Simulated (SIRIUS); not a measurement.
Crystal: Zr.

```
Zr
1.0
     3.23200    0.00000    0.00000
    -1.61600    2.79899    0.00000
     0.00000    0.00000    5.14700
Zr
2
Cartesian
  1.6160 0.9330 3.8603
  0.0000 1.8660 1.2868
```

Base run:

```yaml
Program: SIRIUS 7.12.0
Functional: PBE
Potentials_or_basis: PseudoDojo 0.4.1 PBE standard (scalar relativistic)
Cutoff: 915 eV
Density_cutoff: 3659 eV
k_mesh: 9 × 9 × 5
Occupations: fermi-dirac, width 0.05 eV
Spin: no spin polarisation
Hubbard_terms: Zr d U = 4 eV
```

Its results: band gap on the k mesh none (metal or under the smearing width); pressure 5.3 GPa.

Problem. After a change of settings the same cell gave: band gap on the k mesh none (metal or under the smearing width); pressure 2.8 GPa. Which change was it?
A. hubbard terms from Zr d U = 4 eV to Zr d U = 2 eV
B. hubbard terms from Zr d U = 4 eV to none; hubbard projectors from orthogonalised atomic orbitals to none; start of the occupations from the program's own to none
C. hubbard terms from Zr d U = 4 eV to Zr d U = 6 eV

Solution. A.

Caveats: U without spin polarisation on a metal has little footing; the U is typed as a test and isn't derived for this compound.
